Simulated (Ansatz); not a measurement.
How settings move the results for Ag

```
Ag
1.0
     2.93000    0.00000    0.00000
    -1.46500    2.53745    0.00000
     0.00000    0.00000    4.79000
Ag
2
Direct
  0.33333 0.66667 0.25000
  0.66667 0.33333 0.75000
```

Atoms are numbered in the order listed.

The cell is COD entry 1509145, as deposited and not checked against the literature; nothing was relaxed.

Theory: DFT, PBE, all-electron LAPW, scalar-relativistic in Ansatz 0.2.0.

Sampling and basis: a Γ-centred 13×13×7 k mesh, Fermi–Dirac smearing of 0.03 eV, basis error target 0.25 meV/atom, no spin polarisation. One setting is then changed at a time.

```
        k mesh  free energy less the base's (meV/atom)  P (GPa)  cutoff chosen (eV)
13×13×7 (base)                                     0.0     0.22                 268
         4×4×2                                    65.7     0.63                 268
         6×6×4                                    22.3     1.01                 268
       10×10×5                                    14.2     0.71                 268
      18×18×10                                     3.4     0.42                 268
```
